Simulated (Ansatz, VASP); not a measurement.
## Two plane-wave programs on Ge

```
Ge
1.0
     4.73515    0.00000    0.00000
     0.00000    4.73515    0.00000
     0.00000    0.00000    4.73515
Ge
4
Direct
  0.03000 0.03000 0.03000
  0.47000 0.97000 0.53000
  0.53000 0.47000 0.97000
  0.97000 0.53000 0.47000
```

Alike in both runs: task single point; functional PBE; k mesh 4 × 4 × 4; occupations gaussian, width 0.1 eV; no spin polarisation.

```csv
,VASP,Ansatz
version,VASP 6.6.1,Ansatz 0.2.0
potentials or method,"VASP PAW PBE potentials, release 64 (Ge_d)","scalar-relativistic, plane waves, PAW"
plane-wave cutoff (eV),520,420
valence electrons in the cell,56,56
```

|  | VASP | Ansatz | Ansatz less VASP |
| --- | --- | --- | --- |
| gap on the k mesh at the Fermi level (eV) | none | none | - |
| pressure (GPa) | -10.1 | -10.0 | +0.07 |
| rms of the force components (eV/Å) | 0.167 | 0.168 | +0.0014 |

Atom by atom the forces differ by 0.001 eV/Å (rms over components). A gap of «none» marks a metal or a gap that the smearing closes. With one functional, cell and mesh, what is left measures potentials, basis and numerics.
